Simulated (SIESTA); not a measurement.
## PbO: equation of state with PBE

PbO:

```
Pb O
1.0
     5.87600    0.00000    0.00000
     0.00000    5.47600    0.00000
     0.00000    0.00000    4.74300
Pb O
4 4
Direct
  0.76900 0.51400 0.25000
  0.23100 0.48600 0.75000
  0.76900 0.98600 0.75000
  0.23100 0.01400 0.25000
  0.13200 0.58200 0.25000
  0.86800 0.41800 0.75000
  0.13200 0.91800 0.75000
  0.86800 0.08200 0.25000
```

```json
{"Program": "SIESTA 5.4.2", "Task": "equation of state", "Functional": "PBE", "Potentials or basis": "PseudoDojo 0.4 standard (PBE files)", "Basis": "DZP (energy shift 0.003 Ry; two zetas on semicore shells)", "Grid cutoff": "800 Ry", "Energy shift": "0.003 Ry", "k mesh": "5 × 5 × 6", "Occupations": "fermi-dirac, width 0.05 eV", "Spin": "no spin polarisation"}
```

The equilibrium volume is 20.10 Å³/atom. The bulk modulus at fixed shape and positions is 81 GPa and the pressure derivative of the bulk modulus is 4.2.

Energy against volume, from the lowest point:
```csv
volume (Å³/atom),energy (meV/atom)
17.932,72.24
18.314,47.28
18.695,28.19
19.077,14.37
19.458,5.38
19.840,0.77
20.222,0.00
```

All runs of the series together: 24 min on 1 thread of Arm Neoverse V2, on a shared host.

Caveat: the cell was scaled at fixed shape and fractional positions, which overstates the stiffness of a crystal with free parameters, most of all of layers and chains; the basis of atomic orbitals isn't converged, which shifts pressures, moduli and gaps. Spin-orbit coupling is left out, which matters for the levels of Pb.
